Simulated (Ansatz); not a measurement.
What a change of settings does to a run on Hg

Structure from Materials Project entry mp-569360 (possibly hypothetical), not relaxed further.

First run: DFT, r2SCAN, all-electron PAW with datasets made for the crystal, scalar-relativistic (Ansatz 0.2.0).

Command: `ansatz run input.yaml --threads 1 --pin off --max-ram 4096MiB --backend cpu --events-out ev --progress --plain --runs-dir out` The run took 3.3 min on 1 thread of AMD EPYC 7R43 64-Core Processor (Zen 3), on a shared host, peak memory 1.9 GiB.

```yaml
crystal:
  lattice:
    - [3.3205578694, 0.0, 0.0]
    - [-1.4721436807, 3.0761348998, 0.0]
    - [-0.9583293978, -1.3972993748, 8.1206091033]
  atoms:
    - { symbol: Hg, position: [0.58607012, 0.74142229, 0.33525781] }
    - { symbol: Hg, position: [0.41392988, 0.25857771, 0.66474219] }
    - { symbol: Hg, position: [0.0, 0.0, 0.0] }
kpoints:
  mp_grid: { grid: [11, 11, 4] }
  band_path:
    path:
      - [0.0, 0.0, 0.0]
      - [0.0, 0.0, -0.5]
      - [0.0, -0.5, 0.0]
      - [0.0, 0.0, 0.0]
      - [-0.5, 0.0, 0.0]
      - [-0.5, 0.5, 0.5]
      - [0.0, 0.0, 0.0]
      - [-0.5, 0.5, 0.0]
      - [-0.5, 0.0, 0.5]
    npoints: 8
scf:
  occupations: { method: fermi_dirac, width: 0.05 }
hamiltonian:
  xc: r2scan
  pseudopotentials: { kind: all_electron, datasets: crystal }
output:
  forces: true
  stress: true
  eigenvalues: true
  efg: { contact_densities: true }
```

Result: converged; pressure -0.29 GPa; largest force 0.019 eV/Å; no gap on the k mesh; 12 SCF iterations.

Spin–orbit coupling is left out, though it moves levels of the heavy atoms by tenths of an eV or more.

The input is then changed:

```diff
@@ -23,5 +23,5 @@
     npoints: 8
 scf:
-  occupations: { method: fermi_dirac, width: 0.05 }
+  occupations: { method: tetrahedron }
 hamiltonian:
   xc: r2scan
```

(1) Predict the outcome of the changed run.

Answers

(1) It converged; energy at zero smearing 0.0 meV/atom from the first run; pressure 0.15 GPa; largest force 0.010 eV/Å; no gap on the k mesh; 11 SCF iterations.
